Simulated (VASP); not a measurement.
# Mg (Fm-3m) in VASP: settings compared, part 2 of 2

VASP 6.6.1. Earlier steps stand in the parts before.

## 4. Single point, PBEsol (strained and moved within the space group)

Input file INCAR:

```
SYSTEM = Mg
  ALGO = Normal
  EDIFF = 1E-7
  ENCUT = 520
  GGA = PS
  ISIF = 2
  ISMEAR = 0
  LASPH = .TRUE.
  LCHARG = .FALSE.
  LREAL = .FALSE.
  LWAVE = .FALSE.
  NBANDS = 7
  NELM = 100
  PREC = Accurate
  SIGMA = 0.1
```

Input file KPOINTS:

```
k-points
0
G
  16 16 16
  0 0 0
```

Input file POSCAR:

```
Mg
1.0
    0.0000000000      2.2447946214      2.2447946214
    2.2447946214      0.0000000000      2.2447946214
    2.2447946214      2.2447946214      0.0000000000
Mg
1
Direct
    0.0000000000      0.0000000000      0.0000000000
```

Potentials or basis: VASP PAW PBE potentials, release 64 (Mg).

Command:

```
$ cat potpaw_PBE.64/Mg/POTCAR > POTCAR
$ mpirun -np 1 vasp_std > vasp.out
```

OUTCAR:

```text
SYSTEM = Mg
   EDIFF = 1E-7
   ENCUT = 520
   GGA = PS
   ISIF = 2
   ISMEAR = 0
   LASPH = .TRUE.
   LREAL = .FALSE.
   NELM = 100
   PREC = Accurate

 ion  position               nearest neighbor table
   1  0.000  0.000  0.000-

  LATTYP: Found a face centered cubic cell.
 ALAT       =     4.4895892428

  Lattice vectors:

 A1 = (   0.0000000000,   2.2447946214,   2.2447946214)
 A2 = (   2.2447946214,   0.0000000000,   2.2447946214)
 A3 = (   2.2447946214,   2.2447946214,   0.0000000000)

Analysis of symmetry for initial positions (statically):
=====================================================================
 Subroutine PRICEL returns:
 Original cell was already a primitive cell.

 Routine SETGRP: Setting up the symmetry group for a
 face centered cubic supercell.

 Subroutine GETGRP returns: Found 48 space group operations
 (whereof 48 operations were pure point group operations)
 out of a pool of 48 trial point group operations.

The static configuration has the point symmetry O_h .

Analysis of symmetry for dynamics (positions and initial velocities):
[... 160 lines left out ...]
 val. band max:        2.6430465414   @ k =  -0.3750   0.4375   0.1250
 cond. band min:       2.6745631744   @ k =  -0.3125   0.3750   0.1250
 fundamental gap:      0.0315166330
 Fermi energy:         2.6447005533

 k-point     1 :       0.0000    0.0000    0.0000
  band No.  band energies     occupation
      1      -4.3251      2.00000
      2      15.0919      0.00000
      3      15.0919      0.00000
      4      15.0919      0.00000
      5      17.1044      0.00000
      6      17.1044      0.00000
      7      17.1044      0.00000
[... 221 lines left out ...]
 k-point    24 :      -0.0625    0.0625    0.0000
  band No.  band energies     occupation
      1      -4.0914      2.00000
      2      12.7676      0.00000
      3      13.5949      0.00000
      4      15.3192      0.00000
      5      17.2706      0.00000
      6      17.4468      0.00000
      7      18.0537      0.00000

 [... further k-points ...]

------------------------ aborting loop because EDIFF is reached ----------------------------------------

  FORCE on cell =-STRESS in cart. coord.  units (eV):
  Direction    XX          YY          ZZ          XY          YZ          ZX
  --------------------------------------------------------------------------------------
  -------------------------------------------------------------------------------------
  Total        0.0067168      0.0067168      0.0067168     -0.0000000     -0.0000000      0.0000000
  in kB        0.4756769      0.4756769      0.4756769     -0.0000000     -0.0000000      0.0000000
  external PRESSURE =       0.4756769 kB  Pullay stress =       0.0000000 kB

 VOLUME and BASIS-vectors are now :
 -----------------------------------------------------------------------------
  energy-cutoff  :      520.00
  volume of cell :       22.62
      direct lattice vectors                 reciprocal lattice vectors
     0.000000000  2.244794621  2.244794621    -0.222737526  0.222737526  0.222737526
     2.244794621  0.000000000  2.244794621     0.222737526 -0.222737526  0.222737526
     2.244794621  2.244794621  0.000000000     0.222737526  0.222737526 -0.222737526

 POSITION                                       TOTAL-FORCE (eV/Angst)
 -----------------------------------------------------------------------------------
      0.00000      0.00000      0.00000         0.000000      0.000000      0.000000
 -----------------------------------------------------------------------------------
    total drift:                                0.000000      0.000000     -0.000000

  FREE ENERGIE OF THE ION-ELECTRON SYSTEM (eV)
  ---------------------------------------------------
  free  energy   TOTEN  =        -1.7098010282 eV

  energy  without entropy=       -1.7069414518  energy(sigma->0) =       -1.70837124
```

stdout:

```text
POSCAR found type information on POSCAR Mg
 POSCAR found :  1 types and       1 ions
 scaLAPACK will be used
 -----------------------------------------------------------------------------
|                                                                             |
|                                                                             |
|     You enforced a specific xc type in the INCAR file but a different       |
|     I HOPE YOU KNOW WHAT YOU ARE DOING!                                     |
|                                                                             |
 -----------------------------------------------------------------------------

 LDA part: xc-table for (Slater+PW92), standard interpolation
 POSCAR, INCAR and KPOINTS ok, starting setup
 FFT: planning ... GRIDC
 FFT: planning ... GRID_SOFT
 FFT: planning ... GRID
 WAVECAR not read
 entering main loop
```

It took 8.6 s on 1 thread of Intel Xeon Platinum 8488C (Sapphire Rapids), shared host; peak memory 0.15 GiB.

Results:

| Property | Result |
| --- | --- |
| Free energy | -1.7098 eV |
| Pressure | 0.0 GPa |
| Band gap on the k mesh | none (metal or under the smearing width) |

Caveat: the PAW data sets were made with another functional, which shifts forces and pressure a little.

## 5. Single point, PBEsol (strained and moved within a subgroup)

Input file INCAR:

```
SYSTEM = Mg
PREC = Accurate
ENCUT = 520
EDIFF = 1E-6
ISMEAR = 0
SIGMA = 0.1
LREAL = .False.
LASPH = .True.
NELM = 100
ALGO = Normal
ISIF = 2
LWAVE = .False.
LCHARG = .True.
GGA = PS
LELF = .True.
LVHAR = .True.
NBANDS = 7
```

Input file KPOINTS:

```
regular mesh
0
Gamma
  15 15 15
  0 0 0
```

Input file POSCAR:

```
Mg
1.0
   -0.0448851200      2.2172127152      2.2172127152
    2.2172127152     -0.0448851200      2.2172127152
    2.2172127152      2.2172127152     -0.0448851200
Mg
1
Direct
    0.0000000000      0.0000000000      0.0000000000
```

Potentials or basis: VASP PAW PBE potentials, release 64 (Mg).

Command:

```
$ cat potpaw_PBE.64/Mg/POTCAR > POTCAR
$ mpirun -np 1 vasp_std > vasp.out
```

OUTCAR:

```text
SYSTEM = Mg
   PREC = Accurate
   ENCUT = 520
   EDIFF = 1E-6
   ISMEAR = 0
   LREAL = .False.
   LASPH = .True.
   NELM = 100
   ISIF = 2
   GGA = PS

 ion  position               nearest neighbor table
   1  0.000  0.000  0.000-

  LATTYP: Found a trigonal (rhomboedric) cell.
 ALAT       =     3.1359335329
 COS(alpha) =     0.4796577746

  Lattice vectors:

 A1 = (  -0.0448851200,   2.2172127152,   2.2172127152)
 A2 = (   2.2172127152,  -0.0448851200,   2.2172127152)
 A3 = (   2.2172127152,   2.2172127152,  -0.0448851200)

Analysis of symmetry for initial positions (statically):
=====================================================================
 Subroutine PRICEL returns:
 Original cell was already a primitive cell.

 Routine SETGRP: Setting up the symmetry group for a
 trigonal (rhombohedral) supercell.

 Subroutine GETGRP returns: Found 12 space group operations
 (whereof 12 operations were pure point group operations)
 out of a pool of 12 trial point group operations.

The static configuration has the point symmetry D_3d.

Analysis of symmetry for dynamics (positions and initial velocities):
=====================================================================
 Subroutine PRICEL returns:
 Original cell was already a primitive cell.

 Routine SETGRP: Setting up the symmetry group for a
 trigonal (rhombohedral) supercell.

 Subroutine GETGRP returns: Found 12 space group operations
 (whereof 12 operations were pure point group operations)
 out of a pool of 12 trial point group operations.

The dynamic configuration has the point symmetry D_3d.

 Subroutine INISYM returns: Found 12 space group operations
 (whereof 12 operations are pure point group operations),
 and found     1 'primitive' translations

----------------------------------------------------------------------------------------

[... 109 lines left out ...]
     AMIX     =   0.40;   BMIX     =  1.00
     AMIX_MAG =   1.60;   BMIX_MAG =  1.00
  volume/ion in A,a.u.               =      22.46       151.58
  Fermi-wavevector in a.u.,A,eV,Ry     =   0.731034  1.381454  7.271099  0.534411
  Thomas-Fermi vector in A             =   1.823151
   LORBIT       =      0    0 simple, 1 ext, 2 COOP (PROOUT), +10 PAW based schemes
   GGA     = PS    functional components
   LHFCALC =     F    Hartree Fock is set to
   AEXX    =    0.0000 exact exchange contribution
   IVDW    =     0    specifies the selected vdW correction
   LEPSILON=     F    determine dielectric tensor
   LRPA    =     F    only Hartree local field effects (RPA)
 non-spin polarized calculation
 Gauss-broadening in eV      SIGMA  =   0.10
  energy-cutoff  :      520.00
  volume of cell :       22.46
 maximum number of plane-waves:       616
   NGX = 11   NGY = 11   NGZ = 11

 number of electron       2.0000000 magnetization

 Free energy of the ion-electron system (eV)
  ---------------------------------------------------
  ext. energy  EPLUGINS =         0.00000000
  ---------------------------------------------------
  free energy    TOTEN  =        -1.70890199 eV

  energy without entropy =       -1.70702039  energy(sigma->0) =       -1.70796119

 E-fermi :   2.6590     XC(G=0):  -8.6029

 val. band max:        2.6513471637   @ k =  -0.4667   0.1333   0.1333
 cond. band min:       2.7162349952   @ k =  -0.3333   0.2000   0.2000
 fundamental gap:      0.0648878314
 Fermi energy:         2.6590041086

 k-point     1 :       0.0000    0.0000    0.0000
  band No.  band energies     occupation
      1      -4.3188      2.00000
      2      14.9062      0.00000
      3      14.9062      0.00000
      4      15.7008      0.00000
      5      16.9233      0.00000
      6      16.9233      0.00000
      7      17.1679      0.00000
[... 221 lines left out ...]
 k-point    24 :       0.2000    0.1333    0.0000
  band No.  band energies     occupation
      1      -3.4211      2.00000
      2      10.6916      0.00000
      3      12.6983      0.00000
      4      13.3673      0.00000
      5      14.9687      0.00000
      6      16.2480      0.00000
      7      20.0868      0.00000

 [... further k-points ...]

------------------------ aborting loop because EDIFF is reached ----------------------------------------

  FORCE on cell =-STRESS in cart. coord.  units (eV):
  Direction    XX          YY          ZZ          XY          YZ          ZX
  --------------------------------------------------------------------------------------
  -------------------------------------------------------------------------------------
  Total        0.0477189      0.0477189      0.0477189      0.0731671      0.0731671      0.0731671
  in kB        3.4037643      3.4037643      3.4037643      5.2189658      5.2189658      5.2189658
  external PRESSURE =       3.4037643 kB  Pullay stress =       0.0000000 kB

 VOLUME and BASIS-vectors are now :
 -----------------------------------------------------------------------------
  energy-cutoff  :      520.00
  volume of cell :       22.46
      direct lattice vectors                 reciprocal lattice vectors
    -0.044885120  2.217212715  2.217212715    -0.218773590  0.223293939  0.223293939
     2.217212715 -0.044885120  2.217212715     0.223293939 -0.218773590  0.223293939
     2.217212715  2.217212715 -0.044885120     0.223293939  0.223293939 -0.218773590

 POSITION                                       TOTAL-FORCE (eV/Angst)
 -----------------------------------------------------------------------------------
      0.00000      0.00000      0.00000         0.000000     -0.000000     -0.000000
 -----------------------------------------------------------------------------------
    total drift:                               -0.000000      0.000000      0.000000

  FREE ENERGIE OF THE ION-ELECTRON SYSTEM (eV)
  ---------------------------------------------------
  free  energy   TOTEN  =        -1.7089019886 eV

  energy  without entropy=       -1.7070203870  energy(sigma->0) =       -1.70796119
```

OSZICAR:

```text
N       E                     dE             d eps       ncg     rms          rms(c)
DAV:   1    -0.102904492027E+01   -0.10290E+01   -0.77204E+02  5145   0.192E+02
DAV:   2    -0.171641226313E+01   -0.68737E+00   -0.66113E+00  6223   0.113E+01
DAV:   3    -0.171907626074E+01   -0.26640E-02   -0.26633E-02  6531   0.801E-01
DAV:   4    -0.171908005996E+01   -0.37992E-05   -0.37992E-05  7000   0.219E-02
DAV:   5    -0.171908006628E+01   -0.63198E-08   -0.62524E-08  6454   0.549E-04    0.654E-01
DAV:   6    -0.171364602481E+01    0.54340E-02   -0.43458E-04  6286   0.101E-01    0.416E-01
DAV:   7    -0.170889898203E+01    0.47470E-02   -0.17261E-03  6125   0.184E-01    0.222E-02
DAV:   8    -0.170890194291E+01   -0.29609E-05   -0.10015E-05  6783   0.185E-02    0.461E-03
DAV:   9    -0.170890198864E+01   -0.45727E-07   -0.41945E-07  6279   0.254E-03
   1 F= -.17089020E+01 E0= -.17079612E+01  d E =-.188160E-02
```

stdout:

```text
POSCAR found type information on POSCAR Mg
 POSCAR found :  1 types and       1 ions
 scaLAPACK will be used
 -----------------------------------------------------------------------------
|                                                                             |
|                                                                             |
|     You enforced a specific xc type in the INCAR file but a different       |
|     I HOPE YOU KNOW WHAT YOU ARE DOING!                                     |
|                                                                             |
 -----------------------------------------------------------------------------

 LDA part: xc-table for (Slater+PW92), standard interpolation
 POSCAR, INCAR and KPOINTS ok, starting setup
 FFT: planning ... GRIDC
 FFT: planning ... GRID_SOFT
 FFT: planning ... GRID
 WAVECAR not read
 entering main loop
```

It took 16 s on 1 thread of Intel Xeon Platinum 8488C (Sapphire Rapids), shared host; peak memory 0.17 GiB.

Results:

| Quantity | Value |
| --- | --- |
| Free energy | -1.7089 eV |
| Pressure | 0.3 GPa |
| Band gap on the k mesh | none (metal or under the smearing width) |

Stress tensor (GPa, compression positive):
```
0.34 0.52 0.52
0.52 0.34 0.52
0.52 0.52 0.34
```

Levels at points of the mesh, in eV from the Fermi level:
```csv
k point,band 1,band 2,band 3,band 4,band 5,band 6
"(0.00, 0.00, 0.00)",-6.98,12.25,12.25,13.04,14.26,14.26
```

Caveat: the PAW data sets were made with another functional, which shifts forces and pressure a little.

## 6. Single point, PBEsol (strained and moved within a subgroup)

Input file INCAR:

```
PREC     = Accurate       # precision mode
ENCUT    = 520            # plane-wave cutoff, eV
EDIFF    = 1E-6           # SCF threshold, eV
ISMEAR   = 0              # smearing method
SIGMA    = 0.1            # smearing width, eV
LREAL    = F              # projectors in reciprocal space
LASPH    = T              # aspherical terms in the spheres
NELM     = 100            # most SCF steps
ALGO     = Fast           # electronic algorithm
ISIF     = 2              # what is computed and relaxed
LWAVE    = F              # write WAVECAR
LCHARG   = F              # write CHGCAR
GGA      = PS             # functional
NBANDS   = 7              # bands
```

Input file KPOINTS:

```
Automatic mesh
0
Gamma
  14 14 14
```

Input file POSCAR:

```
Mg
1.0
    0.0000000000      2.3045816013      2.2709177613
    2.3045816013      0.0000000000      2.2709177613
    2.3045816013      2.3045816013      0.0000000000
Mg
1
Direct
    0.0000000000      0.0000000000      0.0000000000
```

Potentials or basis: VASP PAW PBE potentials, release 64 (Mg).

Command:

```
$ cat potpaw_PBE.64/Mg/POTCAR > POTCAR
$ mpirun -np 1 vasp_std > vasp.out
```

Wall time 12 s (1 thread of Intel Xeon Platinum 8488C (Sapphire Rapids), shared host); peak memory 0.16 GiB.

It converged, with:

```
Free energy            : -1.7057 eV
Pressure               : -2.0 GPa
Band gap on the k mesh : none (metal or under the smearing width)
```

Stress tensor (GPa, compression positive):
```
-2.19  0.00  0.00
 0.00 -2.19  0.00
 0.00  0.00 -1.61
```

Levels at points of the mesh, in eV from the Fermi level:
| k point | band 1 | band 2 | band 3 | band 4 | band 5 | band 6 |
| --- | --- | --- | --- | --- | --- | --- |
| (0.00, 0.00, 0.00) | -6.70 | 12.02 | 12.02 | 12.12 | 13.71 | 13.74 |
| (0.50, 0.00, 0.00) | -1.61 | -1.27 | 10.87 | 11.13 | 11.46 | 11.73 |
| (0.50, 0.50, 0.00) | -0.07 | 0.92 | 5.91 | 6.56 | 6.56 | 9.22 |
| (0.50, 0.00, 0.50) | -0.25 | 0.70 | 6.06 | 6.74 | 6.80 | 9.42 |

Caveat: the PAW data sets were made with another functional, which shifts forces and pressure a little.

## 7. Overview

| level | cell | k mesh | gap on the mesh (eV) | pressure (GPa) |
| --- | --- | --- | --- | --- |
| PBEsol | as given | 8 × 8 × 8 | none | 0.2 |
| r2SCAN | functional r2SCAN, strained and moved within the space group | 16 × 16 × 16 | none | 2.1 |
| PBEsol | strained and moved within the space group | 16 × 16 × 16 | none | 0.0 |
| PBEsol | strained and moved within a subgroup | 15 × 15 × 15 | none | 0.3 |
| PBEsol | strained and moved within a subgroup | 14 × 14 × 14 | none | -2.0 |

Alike in all rows: task single point; potentials or basis VASP PAW PBE potentials, release 64 (Mg); no spin polarisation; cutoff (eV) 520; smearing gaussian 0.1 eV.

Caveats: the PAW data sets were made with another functional, which shifts forces and pressure a little.

Total energies depend on the potentials used, so only differences within one code and one set of settings carry meaning.
